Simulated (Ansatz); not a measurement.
# Σ5 (210) boundary in bcc Nb with O (interstitial): structure and resistance, part 2 of 2

How much does the Σ5 (210) boundary in bcc Nb with O (interstitial) reflect electrons?

Ansatz 0.2.0; Ansatz plane-wave DFT, PBE, PAW files; relaxation of a bicrystal slab with its lowest layers held; PAW set soft_1 (the session's first sound run).

So far. Step 2 (Relaxing the bicrystal): The largest force component on a free atom ends at 0.018 eV/Å, under the tolerance of 0.03, after 9 steps.

### 3. Transmission across the boundary

Bulk layers of each grain are laid under and over the relaxed boundary, and a lead is named in the middle of each, away from the free faces. The mesh across the current, 10×20, is finer than the density's, because channels open and close sharply across the zone. Energies from -0.1 to 0.1 eV in steps of 0.05 eV are too few for the program's thermal sum, so it prints no conductance; for a metal the transmission near the Fermi level serves, at a fraction of the cost.

This step: Ansatz plane-wave DFT, PBE, PAW files; ballistic transport by layer matching (Landauer), zero bias; boundary relaxed in a short slab, bulk layers laid on; PAW set soft_1 (Ansatz 0.2.0).

System of this step: Σ5 (210) boundary in bcc Nb with O (interstitial). The cell holds 57 atoms: 56 Nb and 1 O. Cell: a = 7.393 Å, b = 3.306 Å, c = 48.983 Å, α = 90.0°, β = 90.0°, γ = 90.0°. It derives from Nb. Regions: lower grain, 23 atoms (23 Nb); boundary, 15 atoms (14 Nb and 1 O); upper grain, 19 atoms (19 Nb). Vacuum lies along c.

Input file input.yaml:

```yaml
crystal:
  lattice:
    - [7.393111554, 0.0, 0.0]
    - [0.0, 3.3063, 0.0]
    - [0.0, 0.0, 48.983421598]
  atoms:
    - { symbol: Nb, position: [-9.0, -15.0, 0.0816602816] }
    - { symbol: Nb, position: [-8.7, -14.5, 0.0967533709] }
    - { symbol: Nb, position: [-8.4, -14.0, 0.1118464601] }
    - { symbol: Nb, position: [-8.1, -13.5, 0.1269395494] }
    - { symbol: Nb, position: [-7.8, -13.0, 0.1420326387] }
    - { symbol: Nb, position: [-7.5, -12.5, 0.157125728] }
    - { symbol: Nb, position: [-7.2, -12.0, 0.1722188172] }
    - { symbol: Nb, position: [-6.9, -11.5, 0.1873119065] }
    - { symbol: Nb, position: [-6.6, -11.0, 0.2024049958] }
    - { symbol: Nb, position: [-6.3, -10.5, 0.2174980851] }
    - { symbol: Nb, position: [-6.0, -10.0, 0.2325911744] }
    - { symbol: Nb, position: [-5.7, -9.5, 0.2476842636] }
    - { symbol: Nb, position: [-5.4, -9.0, 0.2627773529] }
    - { symbol: Nb, position: [-5.1, -8.5, 0.2778704422] }
    - { symbol: Nb, position: [-4.8, -8.0, 0.2929635315] }
    - { symbol: Nb, position: [-4.5, -7.5, 0.3080566208] }
    - { symbol: Nb, position: [-4.2, -7.0, 0.32314971] }
    - { symbol: Nb, position: [-3.9, -6.5, 0.3382427993] }
    - { symbol: Nb, position: [-3.6, -6.0, 0.3533358886] }
    - { symbol: Nb, position: [-3.3, -5.5, 0.3684289779] }
    - { symbol: Nb, position: [-3.0, -5.0, 0.3835220672] }
    - { symbol: Nb, position: [-2.7, -4.5, 0.3986151564] }
    - { symbol: Nb, position: [-2.4, -4.0, 0.4137082457] }
    - { symbol: Nb, position: [0.9, 0.5, 0.428801335] }
    - { symbol: Nb, position: [0.1994340073, 0.0, 0.4430657538] }
    - { symbol: Nb, position: [0.5044567437, 0.5, 0.4590066794] }
    - { symbol: Nb, position: [0.7958247269, 0.0, 0.4761284026] }
    - { symbol: Nb, position: [0.0991820298, 0.5, 0.4865129377] }
    - { symbol: Nb, position: [0.4104958503, 0.0, 0.5037570827] }
    - { symbol: Nb, position: [0.7090933802, 0.5, 0.5275215117] }
    - { symbol: Nb, position: [0.0280652197, 0.0, 0.5305967439] }
    - { symbol: O, position: [0.2388690925, 0.5, 0.5305703026] }
    - { symbol: Nb, position: [0.4047765133, 0.0, 0.5581273643] }
    - { symbol: Nb, position: [0.093141714, 0.5, 0.5744623987] }
    - { symbol: Nb, position: [0.7891079381, 0.0, 0.5841495864] }
    - { symbol: Nb, position: [0.5003217955, 0.5, 0.6017348881] }
    - { symbol: Nb, position: [0.1919648165, 0.0, 0.6175415204] }
    - { symbol: Nb, position: [0.8903446107, 0.5, 0.6315710221] }
    - { symbol: Nb, position: [-2.4096553893, -4.0, 0.6466641114] }
    - { symbol: Nb, position: [-2.7096553893, -4.5, 0.6617572007] }
    - { symbol: Nb, position: [-3.0096553893, -5.0, 0.67685029] }
    - { symbol: Nb, position: [-3.3096553893, -5.5, 0.6919433792] }
    - { symbol: Nb, position: [-3.6096553893, -6.0, 0.7070364685] }
    - { symbol: Nb, position: [-3.9096553893, -6.5, 0.7221295578] }
    - { symbol: Nb, position: [-4.2096553893, -7.0, 0.7372226471] }
    - { symbol: Nb, position: [-4.5096553893, -7.5, 0.7523157364] }
    - { symbol: Nb, position: [-4.8096553893, -8.0, 0.7674088256] }
    - { symbol: Nb, position: [-5.1096553893, -8.5, 0.7825019149] }
    - { symbol: Nb, position: [-5.4096553893, -9.0, 0.7975950042] }
    - { symbol: Nb, position: [-5.7096553893, -9.5, 0.8126880935] }
    - { symbol: Nb, position: [-6.0096553893, -10.0, 0.8277811828] }
    - { symbol: Nb, position: [-6.3096553893, -10.5, 0.842874272] }
    - { symbol: Nb, position: [-6.6096553893, -11.0, 0.8579673613] }
    - { symbol: Nb, position: [-6.9096553893, -11.5, 0.8730604506] }
    - { symbol: Nb, position: [-7.2096553893, -12.0, 0.8881535399] }
    - { symbol: Nb, position: [-7.5096553893, -12.5, 0.9032466291] }
    - { symbol: Nb, position: [-7.8096553893, -13.0, 0.9183397184] }
kpoints:
  mp_grid: { grid: [4, 8, 1] }
hamiltonian:
  xc: pbe
  pseudopotentials: { kind: paw, azcp: { folder: soft_1 } }
scf:
  occupations: { method: fermi_dirac, width: 0.1 }
output:
  transmission:
    leads: [[12, 13], [46, 47]]
    kmesh: [10, 20]
    e_range: [-0.1, 0.1]
    de: 0.05
  write_potential: true
  write_density: true
  volumetric_format: npy
  elf: true
```

Started as:

```console
ansatz run input.yaml --threads 4 --pin off --max-ram 15360MiB --backend cpu --events-out ev --progress --plain --runs-dir out
```

Numbers of over 12 decimals in the logs are rounded to 6 here.

The program printed:

```text
[...]
Crystal: 57 atoms, lattice volume = 1197.343 Å³
Basis set: ecut = 420 eV, 23609 PW (Γ)
Bands: 441, of which v1, the nominal top of the filled ones, is band 367 counted from 1 (366 counted from 0)
Symmetry: 2 space group operations
[...]
k-points: 15 of 32 (time reversal used)
[...]
SCF iter   1: F=—  HF=-255530.170806 eV  |F-HF|=—  |Δ(HF+E_count)|=         —  Δρ=8.18e-2  dr2=1.40e3  ethr=3.10e-3  ⟨swp⟩=8.1  Hψ=29009  notcnv=0  defer=21
[...]
SCF iter  12: F=-255489.962970 eV  HF=-255489.962970 eV  |F-HF|=7.86e-9  |Δ(HF+E_count)|=   3.37e-8  Δρ=9.69e-7  dr2=2.54e-8  ethr=1.36e-11  ⟨swp⟩=21.0  Hψ=25538  notcnv=0
SCF 1 converged in 12 iterations: F = -255489.962970 eV  dr2 = 2.54e-8
[...]
transmission: 396 of 3960 steps passed
transmission: 796 of 3960 steps passed
[...]
transmission: 3960 of 3960 steps passed
WARN: The input density's exchange-correlation potential varies sharply where the density is thin. Do not read a vacuum level from v_tot or v_xc, or from such a field of the output density. On a cell that repeats whose density bears no net charge and no dipole along the vacuum's axis use v_es (v_loc + v_h of the components); under efield.dipole_correction with no amplitude use v_es + v_field, which holds any external [...]
SCF converged after 12 iterations
Free energy (F): -255489.962970 eV
[...]
Internal energy: -255487.460531 eV  (E = F + TS)
E sigma→0 (E₀):  -255488.711750 eV
Entropy (-TS):   -2.502439 eV (-43.902 meV/atom)
Fermi energy:    14.600735 eV
[...]
--- Band table (eV; the first three rows and the last of 15) ---
  k-point 0: bands = [... 363 lower, 14.7470, 14.7513, 14.7962, 14.8056, 14.8351, 14.8578, 14.8643, 14.8800, ... 70 higher]
  k-point 1: bands = [... 363 lower, 14.5048, 14.5141, 14.5332, 14.5495, 14.5718, 14.5992, 14.6400, 14.6432, ... 70 higher]
  k-point 2: bands = [... 363 lower, 14.1931, 14.2074, 14.2280, 14.2515, 14.2554, 14.2705, 14.2909, 14.2943, ... 70 higher]
  k-point 14: bands = [... 363 lower, 14.4840, 14.4996, 14.5071, 14.5298, 14.5586, 14.5972, 14.6599, 14.7134, ... 70 higher]
--- Transmission ---
  basis      : 219 plane waves across, 60 finite elements along
  points     : 66, standing for a mesh of 10 x 20
  energies   : 5 from -0.100000 to 0.100000 eV about the Fermi level, 0.050000 eV apart; the leads are filled to 0.000000 eV, and channels, transmission and decay are at 0.000000 eV
  crystal 0  : Nb3, at the sites [12, 13], period 2.2179 Å, over 17.74 Å; its Hamiltonian steps by up to 19.1 meV
    offset         : up to 0.0000 Å between an atom of the period and one for which it stands
    channels       : 5.925000e0 a spin
    conductance    : none, the energies end too early or step too widely for 300 K: set another output.transmission.e_range or a lower de, or, where they end at an eighth of basis.ecutwfc, a higher one
[...]
channels       : 5.925000e0 a spin
[...]
junction   : crystal 0 to crystal 1, 13.57 to 36.07 Å
    transmission   : 2.353930e0 a spin
[...]
```

The job ended after 23 min (4 threads of Arm Neoverse V1, shared host; peak memory 11 GiB; 88 min of CPU time).

In the SCF lines HF is the Harris–Foulkes energy and dr2 the Hartree energy of the density residual, in eV; the loop may stop once dr2 is under the threshold and the program's other checks hold. Hψ counts applications of the Hamiltonian.

Numbers from this step:

| Item | Value |
| --- | --- |
| free energy | -255489.9630 eV |
| energy at zero smearing | -255488.7118 eV |
| Fermi energy | 14.60 eV |
| cell area | 24.44 Å² |
| transmission per spin nearest the Fermi level | 2.354 |
| open channels per spin nearest the Fermi level | 5.925 |
| open channels per spin, upper lead | 5.925 |
| step of the lead's potential | 19.1 meV |
| step of the upper lead's potential | 18.7 meV |

Per spin. The transmission, zone mean by energy, zero at the Fermi level:

```csv
energy (eV),"transmission, zone mean"
-0.1000,2.57
-0.0500,2.45
0.0000,2.35
0.0500,2.25
0.1000,2.15
```

Per spin. The open channels, zone mean by energy, zero at the Fermi level:

| energy (eV) | lead | upper lead |
| --- | --- | --- |
| -0.1000 | 6.57 | 6.54 |
| -0.0500 | 6.17 | 6.21 |
| 0.0000 | 5.92 | 5.92 |
| 0.0500 | 5.66 | 5.62 |
| 0.1000 | 5.46 | 5.46 |

Transmission over k1 and k2. At 0.0000 eV from the Fermi level.

Ten even steps from '_' (1.03) to '@' (4.86):
```
--::::--######--::::
__....--++**++--....
____..--======--..__
....__..::::::..__..
__....__________....
::::::..______..::::
::::----::..::----::
------++++++++++----
**##**++##**##++**##
**%%%%@@%%**%%@@%%%%
**##**++##**##++**##
------++++++++++----
::::----::..::----::
::::::..______..::::
__....__________....
....__..::::::..__..
____..--======--..__
__....--++**++--....
--::::--######--::::
--::::--######--::::
```
Columns: k1 (b1) from -0.5 to 0.4; rows upwards: k2 (b2) from -0.5 to 0.45.

Open channels over k1 and k2. At 0.0000 eV from the Fermi level.

Ten even steps from '0' (3.00) to '9' (8.00):
```
6466999664
2446898644
6246888642
6846444648
2442000244
2246202642
6466848664
6669888966
9986989689
9989989989
9986989689
6669888966
6466848664
2246202642
2442000244
6846444648
6246888642
2446898644
6466999664
6666999666
```
Columns: k1 (b1) from -0.5 to 0.4; rows upwards: k2 (b2) from -0.5 to 0.45.

Electrostatic potential energy in the ca plane at fractional y = 0.500, with atoms of Nb and O within 0.2 Å of it. With pseudopotentials it is smooth inside the atoms' cores, unlike the true potential.

Ten even steps from '0' (-56 eV) to '9' (17 eV), each cell a mean:
```
99999984113799987889999999987789986323699999
99999972001699999999999999999999984001489999
88999973002699999999988899999999984101589999
55799986435899999999754689999999996324799987
11479998778999999998510258999999998777999963
00269999999999999998400048999999999999999851
00379999999988999998510258999999899999999851
33689999999755689999754579999986568999999974
78899999998411369999988899999852126899999997
99999999997200159999999999999840005899999999
99999899997300269999999999999841015899999999
99976579998644589999999999999974347999876789
99741147999988899999999999999998789999632369
99620026999999999999985689999999999998400048
99730037999999998899953379999999999998410148
99863358999999875678953479876689999999632469
99987789999999731147986688731258999999877789
99999999999999620027999998510037999999999999
99999999999999620037999998510037999999999999
99999997657999853368999999742368998767899999
```
Columns run along c (16.0 Å, from fractional 0.37 to 0.69 of the cell; values clipped at the 3rd and 97th percentile), rows up along a (7.4 Å). Atoms in or near the plane, at fractional coordinates: Nb at (0.37, 0.70), Nb at (0.40, 0.30), Nb at (0.43, 0.90), Nb at (0.46, 0.50), Nb at (0.49, 0.10), Nb at (0.53, 0.71), O at (0.53, 0.24), Nb at (0.57, 0.09), Nb at (0.60, 0.50), Nb at (0.63, 0.89), Nb at (0.66, 0.29), Nb at (0.69, 0.69).

ELF in the ca plane at fractional y = 0.500, with atoms of Nb and O within 0.2 Å of it. It is the smooth field of the valence electrons, not physical close to the nuclei.

Ten even steps from '0' (0.11) to '9' (0.80), each cell a mean:
```
55444227888214222102565553002312304888414434
44455238438414543224444455312345317637713544
11234127668425544543112223444456317747613432
55312214775125433431156510343345414787313213
88711321221145433421687840133345521232123138
34831443222334444422861771144344432122353167
66832444553111124521686851244322112454453268
87413433441256401430267510353015631244344137
21124544422787820453112002552058784234345311
22234445422853851565321124562176276135444422
54311123421776842564321112464267585134321124
43124531320377513652000000365236862132134212
42278872142121015631035520256311221330388841
41484384145433234421499972134432234531773771
41276684244455211101696794011113544431774761
32147741343343125520596893035312443441378730
13212212454442377860289960288852344453123212
14432223444552483482035420583672355444212235
24445531112441386683111111584661253211245445
34334412453132158741232332268830321342135434
```
Columns run along c (16.0 Å, from fractional 0.37 to 0.69 of the cell), rows up along a (7.4 Å). Atoms in or near the plane, at fractional coordinates: Nb at (0.37, 0.70), Nb at (0.40, 0.30), Nb at (0.43, 0.90), Nb at (0.46, 0.50), Nb at (0.49, 0.10), Nb at (0.53, 0.71), O at (0.53, 0.24), Nb at (0.57, 0.09), Nb at (0.60, 0.50), Nb at (0.63, 0.89), Nb at (0.66, 0.29), Nb at (0.69, 0.69).

Valence density in the ca plane at fractional y = 0.500, with atoms of Nb and O within 0.2 Å of it. It is the smooth field of the valence electrons, not physical close to the nuclei.

Values in e/Å³, 11 rows by 16 columns, each cell a mean:
```
0.2 0.2 1.6 4.1 0.5 0.3 0.3 0.2 0.2 0.2 0.5 0.3 1.7 3.6 0.4 0.2
0.5 0.2 1.5 3.8 0.5 0.2 0.2 0.4 0.6 0.2 0.2 0.2 1.9 3.9 0.4 0.3
3.6 0.5 0.3 0.6 0.2 0.2 0.2 2.1 3.3 0.2 0.2 0.2 0.4 0.8 0.2 1.5
4.4 0.6 0.2 0.2 0.3 0.3 0.2 2.3 3.5 0.2 0.2 0.3 0.3 0.2 0.2 2.3
1.1 0.3 0.2 0.3 2.7 1.4 0.2 0.5 0.7 0.2 0.2 2.6 1.3 0.2 0.2 0.7
0.2 0.2 0.2 0.4 4.1 2.4 0.2 0.2 0.2 0.2 0.4 4.2 2.3 0.2 0.2 0.2
0.3 1.8 1.0 0.2 1.4 0.7 0.2 0.2 0.2 0.2 0.3 1.5 0.8 0.3 1.6 0.7
0.4 4.1 2.6 0.2 0.2 0.2 0.2 0.7 2.4 0.3 0.2 0.2 0.2 0.5 4.4 2.1
0.3 2.1 1.2 0.2 0.2 0.7 1.1 1.2 4.4 0.5 1.2 0.3 0.2 0.3 2.7 1.1
0.2 0.3 0.2 0.2 0.3 2.6 3.8 0.4 0.7 1.2 4.6 0.9 0.2 0.2 0.3 0.3
0.2 0.2 0.4 0.8 0.3 1.7 2.7 0.3 0.2 0.9 3.6 0.6 0.4 0.6 0.2 0.2
```
Columns run along c (16.0 Å, from fractional 0.37 to 0.69 of the cell), rows up along a (7.4 Å). Atoms in or near the plane, at fractional coordinates: Nb at (0.37, 0.70), Nb at (0.40, 0.30), Nb at (0.43, 0.90), Nb at (0.46, 0.50), Nb at (0.49, 0.10), Nb at (0.53, 0.71), O at (0.53, 0.24), Nb at (0.57, 0.09), Nb at (0.60, 0.50), Nb at (0.63, 0.89), Nb at (0.66, 0.29), Nb at (0.69, 0.69).

Over the solved energies the transmission per spin lies between 2.15 and 2.57, out of 5.95 channels of the lead on average (up to 6.57).

### 4. Specific resistance

This step: Ansatz plane-wave DFT, PBE, PAW files; ballistic transport by layer matching (Landauer), zero bias; specific resistance of the boundary; PAW set soft_1 (Ansatz 0.2.0).

Numbers from this step:

```
area resistance                      : 0.8090 fΩ m²
T over the leads' mean channel count : 0.3958
```

Averaged over the energies near the Fermi level, 39.6 % of the channels pass, which makes 0.809 fΩ m².

By hand, with T and the leads' channels N averaged over the energies near the Fermi level: RA = A (h/2e²)(1/T − ½[1/N₁ + 1/N₂]) = 24.44×10⁻²⁰ m² × 12 906 Ω × (1/2.356 − ½[1/5.954 + 1/5.951]) = 0.809 fΩ m².

### 5. Results

| Item | Value |
| --- | --- |
| specific resistance of the boundary | 0.809 fΩ m² |
| share of channels that pass | 0.396 |

**Reading.** The boundary has a specific resistance of 0.81 fΩ m². The boundary reflects 60 % of the channels; 0.81 fΩ m² is 8.1×10⁻¹² Ω·cm². One O in 24.4 Å² of boundary is a high coverage. One starting structure was relaxed; another shift or atom count at the boundary may lie lower.

[Logs are printed without paths, hosts, clocks, repeated set-up lines and the standing remarks that a program may print on its own settings, such as how far it seeks lower states.]

[Hosts, paths, dates, database ids (printed as entryN), source tags and the programs' standing remarks are cut or masked in the printed files.]
